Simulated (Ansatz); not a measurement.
The system is Au.

```
CELL_PARAMETERS angstrom
-1.65727 1.65727 1.65727
1.65727 -1.65727 1.65727
1.65727 1.65727 -1.65727
ATOMIC_POSITIONS crystal
Au 0.00000 0.00000 0.00000
```

This isn't the form of Au at room conditions, which is fcc.

* Program: Ansatz 0.2.0
* Task: relaxation of cell and atoms
* Functional: RPBE
* Dispersion: D4
* Potentials or basis: Ansatz PAW
* Cutoff: 420 eV (not typed: the program's choice for these potentials)
* k mesh: 11 × 11 × 11
* Occupations: fermi-dirac, width 0.05 eV
* Spin: no spin polarisation

At the start: volume 18.21 Å³/atom.

Question: Where does the relaxation end?

Answer: It ends after 4 steps and the volume is 17.29 Å³/atom (-5.0 %); space group Im-3m (No. 229, to 0.05 Å).

Step by step:
```csv
step,energy change (eV),largest force (eV/Å),volume (Å³)
1,0.0000,0.0000,18.21
2,-0.0200,0.0000,17.48
3,-0.0210,0.0000,17.29
4,-0.0206,0.0000,17.29
```

Final structure:
```cif
data_structure
_symmetry_space_group_name_H-M 'P 1'
_symmetry_Int_Tables_number 1
_cell_length_a 2.8217
_cell_length_b 2.8217
_cell_length_c 2.8217
_cell_angle_alpha 109.471
_cell_angle_beta 109.471
_cell_angle_gamma 109.471
_cell_volume 17.29
loop_
_atom_site_label
_atom_site_type_symbol
_atom_site_fract_x
_atom_site_fract_y
_atom_site_fract_z
_atom_site_occupancy
Au1 Au 0.00000 0.00000 0.00000 1
```

Caveat: the plane-wave basis is chosen anew once the cell has moved, so the energies of steps on either side of that aren't comparable; pairwise dispersion overbinds metals, which lowers pressure and volume; the PAW data sets come from PBE, with cores solved anew for the run's functional, which leaves a small shift of forces and pressure.
